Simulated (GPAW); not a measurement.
# SiO2 (I4_122) in GPAW: band structure with LDA

Aim: the band structure of SiO2 with LDA.

Everything below comes from runs of GPAW 26.7.0. Logs are shortened: lines on timing, memory, paths and dates and some standing lists are left out, and cuts for length are marked. The log counts tension as positive stress, the text compression.

## 1. Starting point

The structure is tetragonal, space group I4_122 (No. 98). The conventional cell has a = 5.676 Å, b = 5.676 Å, c = 11.320 Å, α = 90.00°, β = 90.00°, γ = 90.00°. Si (site symmetry 2) is surrounded by 4 O at 1.63 to 1.64 Å. Around O (site symmetry 2) lie 2 Si at 1.63 Å. Around O (site symmetry 2) lie 2 Si at 1.64 Å.

The cell comes from a database or a generator and needn't be the stable form of this composition.

## 2. Band structure, LDA

run.py reads:

```python
from ase import Atoms
from ase.dft.bandgap import bandgap
from ase.io import write
from ase.units import GPa
from gpaw import GPAW, PW

atoms = Atoms(['Si', 'Si', 'Si', 'Si', 'O', 'O', 'O', 'O', 'O', 'O', 'O', 'O'],
              cell=[[-2.837898, 2.837898, 5.66021],
                    [2.837898, -2.837898, 5.66021],
                    [2.837898, 2.837898, -5.66021]],
              scaled_positions=[[0.875, 0.263618, 0.888618],
                                [0.013618, 0.625, 0.888618],
                                [0.736382, 0.125, 0.111382],
                                [0.375, 0.986382, 0.111382],
                                [0.633727, 0.133727, 0.5],
                                [0.467877, 0.967877, 0.935754],
                                [0.032123, 0.532123, 0.064246],
                                [0.116273, 0.116273, 0.0],
                                [0.883727, 0.883727, 0.0],
                                [0.866273, 0.366273, 0.5],
                                [0.282123, 0.717877, 0.0],
                                [0.717877, 0.282123, 0.0]],
              pbc=True)

calc = GPAW(mode=PW(800),
            xc='LDA',
            kpts={'size': (5, 5, 5), 'gamma': True},
            occupations={'name': 'fermi-dirac', 'width': 0.05},
            nbands=56,
            convergence={'density': 1e-05, 'energy': 1e-05},
            maxiter=150,
            txt='gpaw.txt')
atoms.calc = calc
energy = atoms.get_potential_energy()
forces = atoms.get_forces()
stress = atoms.get_stress()
calc.write('gs.gpw')
write('result.traj', atoms)
print(f'Energy: {energy:.6f} eV')
print('Forces (eV/A):')
print(forces.round(4))
print('Stress (GPa):', (stress / GPa).round(3))
print('Fermi level:', round(calc.get_fermi_level(), 4), 'eV')
print(f'Gap: {bandgap(calc)[0]:.4f} eV, direct: {bandgap(calc, direct=True)[0]:.4f} eV')

path = atoms.cell.bandpath('GXYSGZS1NPY1Z,XP', npoints=80, eps=1e-4)
bs_calc = calc.fixed_density(kpts=path, symmetry='off', nbands=89,
                             convergence={'bands': 'CBM+6.0', 'eigenstates': 1e-6}, txt='bands.txt')
bs = bs_calc.band_structure()
bs.write('bs.json')
print(f'Gap on the path: {bandgap(bs_calc)[0]:.4f} eV')
```

Potentials or basis: the program's PAW data sets (release 1.2.1) made for this functional, pw.

The run is started by

```bash
$ OMP_NUM_THREADS=1 python run.py
```

gpaw.txt:

```text
__  _  _
 | _ |_)|_||  |
 |__||  | ||/\| - 26.7.0

Input parameters:
  mode=PW(ecut=800.0),
  convergence={'density': 1e-05, 'energy': 1e-05},
  kpts=MonkhorstPack(size=(5, 5, 5), gamma=True),
  maxiter=150,
  nbands=56,
  occupations=Occupations(name='fermi-dirac', width=0.05),
  xc=XC(name='LDA')

Diagonalizing LCAO Hamiltonian
Converting LCAO to pw mode

            O

         O      Si
         Si  OO

                Si    O
             O
               O
            O

                       Si

Atoms  # Å, Bohr magnetons
|    | symbol |         x |         y |         z |    initial magnetic moments |
|----|--------|-----------|-----------|-----------|-----------------------------|
|  0 |     Si |  0.786767 |  4.256847 |  1.415053 | ( 0.0000,  0.0000,  0.0000) |
|  1 |     Si |  4.256847 |  0.786767 | -1.415053 | ( 0.0000,  0.0000,  0.0000) |
|  2 |     Si | -1.418949 |  2.051131 |  4.245157 | ( 0.0000,  0.0000,  0.0000) |
|  3 |     Si |  2.051131 | -1.418949 |  7.075263 | ( 0.0000,  0.0000,  0.0000) |
|  4 |      O |  0.000000 |  2.837898 |  1.513846 | ( 0.0000,  0.0000,  0.0000) |
|  5 |      O |  4.074523 |  1.236625 |  2.830105 | ( 0.0000,  0.0000,  0.0000) |
|  6 |      O |  1.601273 | -1.236625 |  2.830105 | ( 0.0000,  0.0000,  0.0000) |
|  7 |      O |  0.000000 | -0.000000 |  1.316259 | ( 0.0000,  0.0000,  0.0000) |
|  8 |      O |  0.000000 | -0.000000 | 10.004161 | ( 0.0000,  0.0000,  0.0000) |
|  9 |      O |  0.000000 |  2.837898 |  4.146364 | ( 0.0000,  0.0000,  0.0000) |
| 10 |      O |  1.236625 | -1.236625 |  5.660210 | ( 0.0000,  0.0000,  0.0000) |
| 11 |      O | -1.236625 |  1.236625 |  5.660210 | ( 0.0000,  0.0000,  0.0000) |

Unit cell  # Å
| periodic |         x |         y |         z |  lengths |     angles |
|----------|-----------|-----------|-----------|----------|------------|
|      yes | -2.837898 |  2.837898 |  5.660210 | 6.938682 | 131.716351 |
|      yes |  2.837898 | -2.837898 |  5.660210 | 6.938682 | 131.716351 |
|      yes |  2.837898 |  2.837898 | -5.660210 | 6.938682 |  70.677390 |

Number of symmetries: 4
Symmetry operations  # r_c * U_cc + t_c -> r_c
|   | kind |            matrix            |
|---|------|------------------------------|
| 0 |  E   |  1, 0, 0,  0, 1, 0,  0, 0, 1 |
| 1 |  C2  |  0, 1, 0,  1, 0, 0, -1,-1,-1 |
| 2 |  C2  |  0,-1, 0, -1, 0, 0,  0, 0,-1 |
| 3 |  C2  | -1, 0, 0,  0,-1, 0,  1, 1, 1 |

BZ-sampling:
  Number of BZ points: 125
  Number of IBZ points: 27

  Monkhorst-Pack size: [5, 5, 5]
  Monkhorst-Pack shift: [0, 0, 0]

K-points  # in reciprocal-cell coordinates
|     |                                coordinates |     weight |
|-----|--------------------------------------------|------------|
|   0 | (  0.00000000,   0.00000000,   0.00000000) | 0.00800000 |
|   1 | (  0.00000000,   0.00000000,   0.20000000) | 0.01600000 |
|   2 | (  0.00000000,   0.00000000,   0.40000000) | 0.01600000 |
|   3 | (  0.20000000,  -0.20000000,   0.00000000) | 0.01600000 |
|   4 | (  0.20000000,  -0.20000000,   0.20000000) | 0.03200000 |
|   5 | (  0.20000000,  -0.20000000,   0.40000000) | 0.03200000 |
|   6 | (  0.20000000,   0.00000000,   0.00000000) | 0.06400000 |
|   7 | (  0.20000000,   0.00000000,   0.20000000) | 0.06400000 |
|   8 | (  0.20000000,   0.00000000,   0.40000000) | 0.03200000 |
|   9 | (  0.20000000,   0.20000000,  -0.20000000) | 0.01600000 |
| ... |                                            |            |
|  26 | (  0.40000000,   0.40000000,   0.40000000) | 0.03200000 |

Plane wave coefficients: 9389
Cutoff: 800.0 eV

Spin-components: 1 (collinear spins)
Bands:           56
Projectors:      60
Spin-degeneracy: 2
Datatype:        complex128

Parallelization:
  kpt:    1
  domain: 1
  band:   1

Density:
  Valence electrons: 64.0
  Components: 1
  Grid points: [48 48 48]
  Charge: 0.0  # |e|

Potential:
  Grid points: [48 48 48]

species:
  Si:
    name:    Silicon
    Z:       14.0
    valence: 4
    core:    10
    charge:  0.0  # [|e|]
    compensation charges:
      type: gauss
      rc: 0.33  # [Å]
      lmax: 2
    cutoffs:
      filter: 1.86  # [Å]
      core: 2.06  # [Å]
    projectors
    | kind |    occ | energy [eV] | rcut [Å] |
    |------|--------|-------------|----------|
    |   3s |  2.000 |     -10.878 |    1.058 |
    |   3p |  2.000 |      -4.162 |    1.058 |
    |    s |        |      16.334 |    1.058 |
    |    p |        |      23.049 |    1.058 |
    |    d |        |       0.000 |    1.058 |

    Using partial waves for Si as LCAO basis

  O:
    name:    Oxygen
    Z:       8.0
    valence: 6
    core:    2
    charge:  0.0  # [|e|]
    compensation charges:
      type: gauss
      rc: 0.21  # [Å]
      lmax: 2
    cutoffs:
      filter: 1.17  # [Å]
      core: 0.83  # [Å]
    projectors
    | kind |    occ | energy [eV] | rcut [Å] |
    |------|--------|-------------|----------|
    |   2s |  2.000 |     -23.752 |    0.688 |
    |   2p |  4.000 |      -9.195 |    0.598 |
    |    s |        |       3.459 |    0.688 |
    |    p |        |      18.016 |    0.598 |
    |    d |        |       0.000 |    0.619 |

    Using partial waves for O as LCAO basis

Reference energy: -47658.117279  # eV

eigensolver:
  PPCG
  Converge bands: occupied
  niter=2

density mixing:
  MSR1-Mixer
  Pratt-step length: 0.05
  Maximum mixing coefficient: 0.75
  Old densities: 10
  SVD Regularization: 0.005
  Good broyden scale: 1.0
  Trust region scale: 1.0
  Backstep threshold: 4.0
  History deletion threshold: 6.0
  Fourier metric: weight=20.0, sigma=0.015

occupation numbers:
  Fermi-Dirac:
    width: 0.0500  # eV

poisson solver:
  ecut: 6400.0  # eV

xc functional:
  name: None

convergence criteria:
- Maximum integral of absolute [dens]ity change: 1e-05 electrons / valence electron
- Maximum [total energy] change in last 3 cyles: 1e-05 eV / valence electron
- Maximum integral of absolute [eigenst]ate change: 4e-08 eV^2 / valence electron
maximum number of iterations: 150

SCF iterations
|iter     | |      energy | eigst |  dens |
|---------|-|-------------|-------|-------|
|iter:   1| | -114.718614 | +0.60 |       |
|iter:   2| | -112.170423 | -1.35 | -0.69 |
|iter:   3| | -103.134744 | -0.62 | -0.74 |
|iter:   4| | -103.108563 | -2.39 | -1.38 |
|iter:   5| | -103.118238 | -2.83 | -1.66 |
|iter:   6| | -103.109225 | -3.40 | -2.20 |
|iter:   7| | -103.109233 | -5.27 | -2.93 |
|iter:   8| | -103.109255c| -6.31 | -3.35 |
|iter:   9| | -103.109256c| -7.79c| -4.32 |
|iter:  10| | -103.109256c| -7.71c| -4.93 |
|iter:  11| | -103.109256c| -8.37c| -5.32c|

Converged in 11 steps
Energy contributions relative to reference atoms: (reference = -47658.117279)

Energy contributions:
  Kinetic:          97.478396
  Coulomb:         -92.309251
  Zero:              1.599930
  External:          0.000000
  Xc:             -109.878331
  Entropy:          -0.000000
  Spinorbit:         0.000000
  ----------------------------
  Free energy:    -103.109256
  Extrapolated:   -103.109256

dipole moment: (-16.854095, -46.421272, 63.101591)  # |e|*Ang

Fermi level: 1.021
Eigenvalues  # (at kpt = [0.000, 0.000, 0.000])
| band index |      eig [eV] | occ [0-2] |
|------------|---------------|-----------|
|          0 |       -19.407 |     2.000 |
|        ... |               |           |
|         24 |        -1.795 |     2.000 |
|         25 |        -1.795 |     2.000 |
|         26 |        -1.526 |     2.000 |
|         27 |        -1.500 |     2.000 |
|         28 |        -0.669 |     2.000 |
|         29 |        -0.669 |     2.000 |
[... 8 lines left out ...]
|         38 |         9.163 |     0.000 |
|         39 |         9.191 |     0.000 |
|        ... |               |           |
|         55 |        15.378 |     0.000 |

Gap: 4.699 eV
Transition (v -> c):
  (s=0, k=0, n=31, [0.00, 0.00, 0.00]) -> (s=0, k=0, n=32, [0.00, 0.00, 0.00])
No difference between direct/indirect transitions

Forces  # eV/Ang
|        x |        y |        z |
|----------|----------|----------|
|  0.04981 |  0.00000 | -0.00000 |  # Si   0
|  0.00000 |  0.04981 |  0.00000 |  # Si   1
| -0.00000 | -0.04981 |  0.00000 |  # Si   2
| -0.04981 | -0.00000 | -0.00000 |  # Si   3
| -0.00000 |  0.00000 |  0.07399 |  # O    4
|  0.16391 |  0.16391 | -0.00000 |  # O    5
| -0.16391 | -0.16391 |  0.00000 |  # O    6
|  0.00000 |  0.00000 | -0.07401 |  # O    7
|  0.00000 |  0.00000 |  0.07401 |  # O    8
|  0.00000 | -0.00000 | -0.07399 |  # O    9
|  0.16390 | -0.16390 |  0.00000 |  # O   10
| -0.16390 |  0.16390 |  0.00000 |  # O   11

Stress tensor  # eV/Ang^3
|         x |         y |         z |
|-----------|-----------|-----------|
|  0.015976 | -0.000000 | -0.000000 |
| -0.000000 |  0.015976 | -0.000000 |
| -0.000000 | -0.000000 |  0.025265 |

# Writing to gs.gpw (mode='')
```

Run time: 23 min. Hardware: 1 thread of Arm Neoverse V2, shared host; peak memory 2 GiB.

What came out:

| Item | Value |
| --- | --- |
| Free energy | -103.1093 eV |
| Pressure | -3.1 GPa |
| Largest force | 0.232 eV/Å |
| Band gap on the k mesh | 4.70 eV, direct |
| Band gap along the path | 4.70 eV, direct |

Forces on the atoms (eV/Å):
```
Si   0.050  0.000  0.000
Si   0.000  0.050  0.000
Si   0.000 -0.050  0.000
Si  -0.050  0.000  0.000
O    0.000  0.000  0.074
O    0.164  0.164  0.000
O   -0.164 -0.164  0.000
O    0.000  0.000 -0.074
O    0.000  0.000  0.074
O    0.000  0.000 -0.074
O    0.164 -0.164  0.000
O   -0.164  0.164  0.000
```

Levels at the corners of the path, in eV from the valence-band top:
```
point  band 30  band 31  band 32  band 33  band 34  band 35
    Γ    -0.66    -0.25     0.00     4.70     7.08     7.10
    X    -1.10    -0.45    -0.08     6.69     7.96     8.49
    Y    -0.86    -0.46    -0.13     6.86     7.74     7.78
    S    -0.53    -0.50    -0.30     6.59     7.07     7.17
    Γ    -0.66    -0.25     0.00     4.70     7.08     7.10
    Z    -0.48    -0.45    -0.45     6.31     6.31     7.62
   S1    -0.53    -0.50    -0.30     6.59     7.07     7.17
    N    -0.51    -0.46    -0.29     6.40     6.91     7.48
    P    -1.15    -0.23    -0.23     7.34     7.34     8.17
   Y1    -0.86    -0.46    -0.13     6.86     7.74     7.78
    Z    -0.48    -0.45    -0.45     6.31     6.31     7.62
    X    -1.10    -0.45    -0.08     6.69     7.96     8.49
    P    -1.15    -0.23    -0.23     7.34     7.34     8.17
```

As with any semilocal functional, this LDA gap is likely too small.
